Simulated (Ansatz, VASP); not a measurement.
# Cross-check of LiCl between VASP and Ansatz, part 2 of 2

One calculation is typed for both programs; each brings its own data sets and cutoff. How far apart do they land? The cell is taken from a series of runs on this material, whose earlier steps may have relaxed, scaled, displaced or heated it; both programs get it as it stands.

VASP 6.6.1 and Ansatz 0.2.0.

So far. Step 2 (VASP: single point, r2SCAN): The run ends at a pressure of 0.06 GPa. Step 3 (Ansatz: single point, r2SCAN): The run ends at a pressure of 0.00 GPa.

### 6. VASP: single point, LDA

Level of this step: LDA; plane waves and PAW (Cl, Li_sv) (VASP).

A single point gives forces, pressure and levels at one fixed geometry, so differences don't come from the geometry; what else differs is listed under the comparison. The cell compared in this pair holds 29.61 Å³, against 33.40 Å³ for the pair before.

INCAR

```
SYSTEM = LiCl
PREC = Accurate
ENCUT = 650
EDIFF = 1E-06
NELM = 100
ISMEAR = 0
SIGMA = 0.03
LREAL = .FALSE.
ALGO = Normal
GGA = PW92
NBANDS = 11
LORBIT = 11
LWAVE = .FALSE.
LCHARG = .FALSE.
KPAR = 2
ISIF = 2
```

POSCAR

```
LiCl
1.0
    0.0000000000      2.4554160500      2.4554160500
    2.4554160500      0.0000000000      2.4554160500
    2.4554160500      2.4554160500      0.0000000000
Cl Li
1 1
Direct
    0.5000000000      0.5000000000      0.5000000000
    0.0000000000      0.0000000000      0.0000000000
```

KPOINTS

```
Automatic mesh
0
Gamma
8 8 8
0 0 0
```

Potentials, in the order of the species: Cl and Li_sv (LDA family, release 64).

On the command line:

```sh
$ mpirun -np 2 vasp_std
```

Numbers of over 12 decimals in the logs are rounded to 6 here.

The log of the run:

```text
[banner, memory and clock lines left out]
running    2 mpi-ranks, on    1 nodes
[...]
[... a notice as in an earlier step ...]

 LDA part: xc-table for (Slater(with rela. corr.)+PW92), standard interpolation
 POSCAR, INCAR and KPOINTS ok, starting setup
[...]
entering main loop
       N       E                     dE             d eps       ncg     rms          rms(c)
DAV:   1     0.429113570955E+02    0.42911E+02   -0.48298E+03   638   0.981E+02
DAV:   2    -0.571933503663E+01   -0.48631E+02   -0.46422E+02   833   0.161E+02
DAV:   3    -0.811389900602E+01   -0.23946E+01   -0.23863E+01   861   0.369E+01
DAV:   4    -0.815715612728E+01   -0.43257E-01   -0.43217E-01   889   0.526E+00
[...]
DAV:   9    -0.808714359496E+01    0.22745E-04   -0.10446E-04   765   0.726E-02    0.240E-02
DAV:  10    -0.808714990764E+01   -0.63127E-05   -0.66339E-06   803   0.205E-02    0.641E-03
DAV:  11    -0.808714980486E+01    0.10279E-06   -0.81069E-07   491   0.698E-03
   1 F= -.80871498E+01 E0= -.80871498E+01  d E =-.891848E-12
```

From OUTCAR (step 6):

```text
  Total        0.2445692      0.2445692      0.2445692      0.0000000      0.0000000     -0.0000000
  in kB       13.2344872     13.2344872     13.2344872      0.0000000      0.0000000     -0.0000000
  external PRESSURE =      13.2344872 kB  Pullay stress =       0.0000000 kB

 POSITION                                       TOTAL-FORCE (eV/Angst)
 -----------------------------------------------------------------------------------
      2.45542      2.45542      2.45542         0.000000      0.000000      0.000000
      0.00000      0.00000      0.00000        -0.000000      0.000000     -0.000000
 -----------------------------------------------------------------------------------
    total drift:                               -0.000000     -0.000000      0.000000

  FREE ENERGIE OF THE ION-ELECTRON SYSTEM (eV)
  ---------------------------------------------------
  free  energy   TOTEN  =        -8.0871498049 eV

  energy  without entropy=       -8.0871498049  energy(sigma->0) =       -8.08714980

[... 1 part as in an earlier step ...]

[... 2 further parts left out ...]
[key lines of the parts left out:]
E-fermi :   1.6665
```

The run ends at a pressure of 1.32 GPa.

### 7. Ansatz: single point, LDA

The same cell, functional (in two slightly different forms), mesh and smearing now go to Ansatz, which takes its cutoff from its data sets.

The cell is taken from a series of runs on this material, whose earlier steps may have relaxed, scaled, displaced or heated it; both programs get it as it stands.

input.yaml

```yaml
crystal:
  lattice:
    - [0.0, 2.45541605, 2.45541605]
    - [2.45541605, 0.0, 2.45541605]
    - [2.45541605, 2.45541605, 0.0]
  atoms:
    - { symbol: Cl, position: [0.5, 0.5, 0.5] }
    - { symbol: Li, position: [0.0, 0.0, 0.0] }
hamiltonian:
  xc: lda
  pseudopotentials: { kind: paw }
kpoints:
  mp_grid: { grid: [8, 8, 8] }
scf:
  occupations: { method: gaussian, width: 0.03 }
  n_extra_bands: 4
output:
  forces: true
  stress: true
  eigenvalues: true
```

On the command line:

```sh
$ ansatz run input.yaml --threads 2 --pin off --max-ram 4608MiB --backend cpu --events-out ev --progress --plain --runs-dir out
```

The log of the run:

```text
[...]
Crystal: 2 atoms, lattice volume = 29.608 Å³
Basis set: ecut = 420 eV, 561 PW (Γ)
Bands: 9, of which v1, the nominal top of the filled ones, is band 5 counted from 1 (4 counted from 0)
Symmetry: 48 space group operations
[...]
k-points: 29 of 512
[...]
SCF iter   1: F=—  HF=-1249.479987 eV  |F-HF|=—  |Δ(HF+E_count)|=         —  Δρ=7.30e-3  dr2=1.09e-2  ethr=1.77e-3  ⟨swp⟩=5.2  Hψ=1809  notcnv=0
[...]
SCF iter   6: F=-1249.472168 eV  HF=-1249.472168 eV  |F-HF|=2.27e-12  |Δ(HF+E_count)|=   1.20e-9  Δρ=5.46e-7  dr2=2.22e-11  ethr=6.40e-11  ⟨swp⟩=1.2  Hψ=792  notcnv=0
SCF 1 converged in 6 iterations: F = -1249.472168 eV  dr2 = 2.22e-11
[...]
SCF converged after 6 iterations
Free energy (F): -1249.472168 eV
[...]
Internal energy: -1249.472168 eV  (E = F + TS)
E sigma→0 (E₀):  -1249.472168 eV
Fermi energy:    5.977037 eV
[...]
--- Stress (GPa, compression-positive) ---
        1.427809       0.000000      -0.000000
        0.000000       1.427809       0.000000
       -0.000000       0.000000       1.427809
  P = ⅓ Tr σ = 1.4278 GPa (14.278 kbar)
--- Band table (eV; the first three rows and the last of 29) ---
[...]
```

The run ends at a pressure of 1.43 GPa.

### 8. Side by side

What differs besides the data sets and the points named for the pairs above, as far as they apply: the cutoff is 420 eV in Ansatz and 650 eV in VASP; VASP's log shows a relativistic correction to its local exchange, Ansatz's none. Total energies have different zeros and are not compared.

Both answers:

```csv
quantity,Ansatz,VASP,difference
pressure (GPa),1.43,1.32,+0.10
gap on the k mesh (eV),6.518,6.550,-0.032
```

A gap on the mesh is an upper bound, since the band edges may lie between its points.

### 9. Other set-ups

Further runs change the set-up of one program: Ansatz's method, potentials or start, or VASP's data sets, cutoff or form of LDA. The table gives Ansatz less VASP for each quantity, since a change that brings one quantity closer may part another.

```csv
run,pressure (GPa),gap on the k mesh (eV)
as above,0.10,-0.032
"VASP with the data sets Cl_GW and Li_sv_GW, a cutoff of 700 eV and GGA = CA, the Perdew-Zunger form of LDA",8.4e-4,-0.0019
"VASP with the data sets Cl_h and Li_sv, a cutoff of 800 eV and GGA = CA, the Perdew-Zunger form of LDA",0.079,-0.0080
```

### 10. What came out

```json
{
  "difference in gap on the k mesh (single point, r2SCAN)": "-0.034 eV",
  "difference in gap on the k mesh (single point, LDA)": "-0.032 eV"
}
```

In words: The difference in gap on the k mesh is -0.034 eV (single point, r2SCAN), within the 0.08 eV picked in this series as the mark of a large difference. VASP's data sets differ among the pairs, so a change from pair to pair isn't the functional's or the coupling's alone. Single point, r2SCAN, VASP with the data sets Cl_h and Li_sv and a cutoff of 800 eV: the difference in pressure goes from -0.060 to 0.47 GPa; the difference in gap on the k mesh goes from -0.034 to -0.066 eV. Single point, LDA, VASP with the data sets Cl_GW and Li_sv_GW, a cutoff of 700 eV and GGA = CA, the Perdew-Zunger form of LDA: the difference in pressure goes from 0.10 to 8.4e-4 GPa; the difference in gap on the k mesh goes from -0.032 to -0.0019 eV. Single point, LDA, VASP with the data sets Cl_h and Li_sv, a cutoff of 800 eV and GGA = CA, the Perdew-Zunger form of LDA: the difference in gap on the k mesh goes from -0.032 to -0.0080 eV. How closely two codes agree says nothing of how well the functional describes the real material.

[Lines on the potential files, build, host, timing and source positions are cut from VASP's logs without a mark.]

[Logs are printed without paths, hosts, clocks, repeated set-up lines and the standing remarks that a program may print on its own settings, such as how far it seeks lower states.]

[Hosts, paths, dates, database ids (printed as entryN), source tags and the programs' standing remarks are cut or masked in the printed files.]
